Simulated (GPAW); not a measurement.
# Magnetic state of linear Co chain, spacing 2.576 A from several starts

Aim: find out whether linear Co chain, spacing 2.576 A carries moments, and which collinear order costs least.

Main program and level: GPAW 26.7.0; LDA; plane waves with GPAW's PAW setups, scalar-relativistic.

Most raw output is cut from this account.

### 1. Set-up

The cell holds 1 atom: 1 Co. Its edges and angles: a = 12.000 Å, b = 12.000 Å, c = 2.576 Å, α = 90.0°, β = 90.0°, γ = 90.0°. model lattice. Vacuum lies along a and b. The structure's axis is c.

### 2. Order 1, typed as ferro +

The parallel start comes first: it fits the smallest cell, keeps the most symmetry and shows whether parallel moments form.

Input file order1.py:

```python
import json
import numpy as np
from ase import Atoms
from ase.parallel import paropen, parprint
from gpaw import GPAW

atoms = Atoms(['Co'],
    cell=[[12.0, 0.0, 0.0],
         [0.0, 12.0, 0.0],
         [0.0, 0.0, 2.576]],
    scaled_positions=[[0.5, 0.5, 0.0]],
    pbc=True,
    magmoms=[2.0])
atoms.calc = GPAW(mode={'name': 'pw', 'ecut': 550},
    xc='LDA',
    kpts={'size': (1, 1, 10), 'gamma': True},
    occupations={'name': 'fermi-dirac', 'width': 0.1},
    convergence={'density': 1e-05, 'energy': 1e-05},
    maxiter=200,
    symmetry={'tolerance': 1e-4},
    txt='order1.txt')
e = atoms.get_potential_energy(force_consistent=True)
res = {'free_energy': e, 'energy_sigma0': atoms.get_potential_energy(), 'fermi_energy': atoms.calc.get_fermi_level()}
res['moments'] = atoms.get_magnetic_moments().tolist()
res['total'] = atoms.get_magnetic_moment()
parprint('site moments (muB):', np.round(res['moments'], 3))
parprint(f"total moment: {res['total']:.3f} muB")
parprint(f'free energy: {e:.6f} eV')
atoms.calc.write('order1.gpw')
with paropen('results.json', 'w') as f:
    json.dump(res, f)
```

On the command line:

```console
$ OMP_NUM_THREADS=1 python3 order1.py > order1.log
```

Elapsed: 16 s, on 1 MPI rank of Intel Xeon Platinum 8488C (Sapphire Rapids), shared host; peak memory 0.3 GiB.

This step gave:

```yaml
magnetization: 2.395 μB
final_state: ferromagnetic
largest_moment: 2.165 μB
```

After 14 cycles the largest moment stands at 2.16 μB.

### 3. Run 2 (antiferro q=(0,0,1/2) +-)

An opposed order shows whether the pairs that it reverses prefer unlike signs.

This order needs a doubled cell of 2 atoms. Its mesh is chosen so that both cells sample the same points.

order2.py is the script of step 2 with these lines changed:

```diff
@@ -6,12 +6,13 @@
 
-atoms = Atoms(['Co'],
+atoms = Atoms(['Co', 'Co'],
     cell=[[12.0, 0.0, 0.0],
          [0.0, 12.0, 0.0],
-         [0.0, 0.0, 2.576]],
-    scaled_positions=[[0.5, 0.5, 0.0]],
+         [0.0, 0.0, 5.152]],
+    scaled_positions=[[0.5, 0.5, 0.0],
+         [0.5, 0.5, 0.5]],
     pbc=True,
-    magmoms=[2.0])
+    magmoms=[2.0, -2.0])
 atoms.calc = GPAW(mode={'name': 'pw', 'ecut': 550},
     xc='LDA',
-    kpts={'size': (1, 1, 10), 'gamma': True},
+    kpts={'size': (1, 1, 5), 'gamma': True},
     occupations={'name': 'fermi-dirac', 'width': 0.1},
@@ -20,3 +21,3 @@
     symmetry={'tolerance': 1e-4},
-    txt='order1.txt')
+    txt='order2.txt')
 e = atoms.get_potential_energy(force_consistent=True)
@@ -28,3 +29,3 @@
 parprint(f'free energy: {e:.6f} eV')
-atoms.calc.write('order1.gpw')
+atoms.calc.write('order2.gpw')
 with paropen('results.json', 'w') as f:
```

On the command line:

```console
$ OMP_NUM_THREADS=1 python3 order2.py > order2.log
```

The job ended after 72 s (1 MPI rank; peak memory 0.51 GiB).

Numbers from this step:

* magnetization: 0 μB
* final state: antiferromagnetic
* largest moment: 1.980 μB

It lies 277 meV a seeded atom over the first start, and its largest moment is 1.98 μB against 2.16 μB.

### 4. Run 3 (no spin polarisation)

This run holds no moments, which gives a state to set the others against.

Input file nospin.py:

```python
import json
import numpy as np
from ase import Atoms
from ase.parallel import paropen, parprint
from gpaw import GPAW

atoms = Atoms(['Co'],
    cell=[[12.0, 0.0, 0.0],
         [0.0, 12.0, 0.0],
         [0.0, 0.0, 2.576]],
    scaled_positions=[[0.5, 0.5, 0.0]],
    pbc=True)
atoms.calc = GPAW(mode={'name': 'pw', 'ecut': 550},
    xc='LDA',
    kpts={'size': (1, 1, 10), 'gamma': True},
    occupations={'name': 'fermi-dirac', 'width': 0.1},
    convergence={'density': 1e-05, 'energy': 1e-05},
    maxiter=200,
    symmetry={'tolerance': 1e-4},
    txt='nospin.txt')
e = atoms.get_potential_energy(force_consistent=True)
res = {'free_energy': e, 'energy_sigma0': atoms.get_potential_energy(), 'fermi_energy': atoms.calc.get_fermi_level()}
parprint(f'free energy: {e:.6f} eV')
atoms.calc.write('nospin.gpw')
with paropen('results.json', 'w') as f:
    json.dump(res, f)
```

On the command line:

```console
$ OMP_NUM_THREADS=1 python3 nospin.py > nospin.log
```

Wall time 8.1 s (1 MPI rank); peak memory 0.23 GiB.

Read from the output:

- final state: non-magnetic (no spin polarisation)

It lies 731 meV a seeded atom over the first start.

### 5. Energies of the orders

These are free energies at a smearing of 0.1 eV, so its entropy term is in the differences. They are divided by the number of seeded atoms, so that cells of unlike size compare. Wavevectors q in the names are fractions of the reciprocal vectors of the first run's cell.

Orders:

```
                   start        final state  typed order kept  energy over the lowest (meV a seeded atom)  largest site moment (μB)  net moment (μB a primitive cell)  mesh matched  CPU time (s)
                 ferro +      ferromagnetic               yes                                           0                     2.165                             2.395           yes         16.07
antiferro q=(0,0,1/2) +-  antiferromagnetic               yes                                       277.4                      1.98                                 0           yes         71.64
    no spin polarisation       non-magnetic                 -                                       730.8                         0                                 0           yes          7.99
```

### 6. What came out

| Quantity | Value |
| --- | --- |
| lowest state found | ferromagnetic (typed ferro +) |
| largest site moment | 2.16 μB |
| next state | antiferromagnetic, 277 meV a seeded atom higher |
| energy gained by spin polarisation | 731 meV a seeded atom |

In words: The lowest state found is ferromagnetic, reached from the start ferro +, with moments up to 2.16 μB. The next state costs 277 meV a seeded atom. This is the lowest of 3 finished starts, no proof of the ground state.

[Logs and program files are shortened in this print: banners, set-up blocks, solver, clock and traceback lines can be left out without a mark of their own.]

[Logs are printed without paths, hosts, clocks, repeated set-up lines and the standing remarks that a program may print on its own settings, such as how far it seeks lower states.]

[Hosts, paths, dates, database ids (printed as entryN), source tags and the programs' standing remarks are cut or masked in the printed files.]

[Where a cell is said to come from a database of computed structures, the database is the Materials Project.]
